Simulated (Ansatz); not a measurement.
A distorted cell of CaF₂ (fluorite):

```
CELL_PARAMETERS angstrom
      0.00000     5.51101     5.51101
      2.75551     0.00000     2.75551
      2.75551     2.75551     0.00000
ATOMIC_POSITIONS crystal
  Ca 0.00000 0.00449 0.99710
  Ca 0.50000 0.99551 0.00290
  F  0.12500 0.24026 0.25629
  F  0.62500 0.25974 0.24371
  F  0.37500 0.75974 0.74371
  F  0.87500 0.74026 0.75629
```

Level of theory: PBE (plane waves to 420 eV, PAW, scalar-relativistic; Ansatz, a program for electronic structure). k mesh 5×10×10 (Γ-centred), Fermi-Dirac smearing 0.05 eV. Stress and pressure are positive under compression. CaF2 was relaxed with its symmetry unable to fall. The PAW data are Ansatz's earlier set.

### Question
Predict the force on every atom, in eV/Å.

### Answer
| atom | Fx | Fy | Fz |
|---|---|---|---|
| Ca1 | -0.043 | 0.078 | -0.120 |
| Ca2 | 0.043 | -0.078 | 0.120 |
| F3 | 0.035 | -0.077 | 0.113 |
| F4 | -0.052 | 0.082 | -0.133 |
| F5 | -0.035 | 0.077 | -0.113 |
| F6 | 0.052 | -0.082 | 0.133 |

(A displaced cell: forces are minus the slopes of the energy, force constants its curvatures, and phonons follow from these.)
